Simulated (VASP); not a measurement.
Wanted: the native input for a VASP 6.6.1 run.

| Quantity | Value |
| --- | --- |
| Task | relaxation of the atoms |
| Functional | PBE |
| Dispersion | D3(BJ) |
| Potentials or basis | VASP PAW PBE potentials, release 64 (Ca_sv, O) |
| Cutoff | 600 eV |
| k mesh | 10 × 10 × 10 |
| Occupations | gaussian, width 0.03 eV |
| Spin | no spin polarisation |
| Further INCAR settings | ALGO = Normal; EDIFF = 1e-07; IBRION = 2; EDIFFG = -0.01; NSW = 40 |

The structure of CaO (Lime) lies in POSCAR:

```
CaO                                     
1.0
    0.0000000000      2.4422626411      2.4422626411
    2.4422626411      0.0000000000      2.4422626411
    2.4422626411      2.4422626411      0.0000000000
  Ca              O             
     1     1
Direct
     0.0000000000000000    0.0000000000000000    0.0000000000000000
     0.5000000000000000    0.5000000000000000    0.5000000000000000
```

The cell isn't the ideal one: a relaxed cell with its volume scaled by 1.06.

These files were run (other wordings do the same):

INCAR

```
ALGO = Normal
EDIFF = 1E-7
EDIFFG = -0.01
ENCUT = 600
GGA = PE
IBRION = 2
ISIF = 2
ISMEAR = 0
IVDW = 12
LASPH = T
LCHARG = F
LREAL = F
LWAVE = F
NELM = 80
NSW = 40
PREC = Accurate
SIGMA = 0.03
```

KPOINTS

```
k-points
0
Gamma
  10 10 10
```

Potentials or basis: VASP PAW PBE potentials, release 64 (Ca_sv, O).

The run is started by

```console
$ cat potpaw_PBE.64/Ca_sv/POTCAR potpaw_PBE.64/O/POTCAR > POTCAR
$ mpirun -np 1 vasp_std > vasp.out
```

It gave:

- Pressure after relaxing: -5.8 GPa
- Band gap on the k mesh: 3.65 eV, indirect (least direct gap 4.03 eV)
- Dispersion energy per atom: -0.259 eV

Caveat: the relaxation stopped at its first step, so nothing moved.

It took 13 s on 1 thread of AMD EPYC 9R45 96-Core Processor (Zen 5) (shared host), peak memory 0.15 GiB.
